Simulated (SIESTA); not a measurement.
Runs of SIESTA 5.4.2 on SnTe. Symmetry: Fm-3m, No. 225, cubic system. Conventional cell: a = 6.302 Å, b = 6.302 Å, c = 6.302 Å, α = 90.00°, β = 90.00°, γ = 90.00°. Te (site symmetry m-3m) is surrounded by 6 Sn at 3.15 Å. Sn (site symmetry m-3m) has 6 Te at 3.15 Å as nearest neighbours. 

| task | level | potentials or basis | energy shift | pressure (GPa) |
| --- | --- | --- | --- | --- |
| band structure | PBE | PseudoDojo 0.4 standard (PBE files), DZP (energy shift 0.003 Ry; two zetas on semicore shells) | 0.003 Ry | (a) |
| band structure | BLYP | PseudoDojo 0.4 standard (PBE files), DZP (energy shift 0.003 Ry; two zetas on semicore shells) | 0.003 Ry | 6.6 |
| band structure | PBEsol | PseudoDojo 0.4 standard (PBEsol files), DZP (energy shift 0.003 Ry; two zetas on semicore shells) | 0.003 Ry | 0.3 |
| band structure | PBE | PseudoDojo 0.4 standard (PBE files), TZP (energy shift 0.01 Ry) | 0.01 Ry | 2.8 |

Alike in all rows: no spin polarisation; cell as given; k mesh 7 × 7 × 7; smearing fermi-dirac 0.05 eV; grid cutoff 500 Ry.

Q: Fill in the values left out.

A: (a) 2.9.

Caveats: the basis of atomic orbitals isn't converged, which shifts pressures, moduli and gaps; the potentials were made for another functional, which shifts forces and pressure (some runs); semicore shells carry a single zeta, which can move pressures by several GPa and volumes by a few percent (some runs).
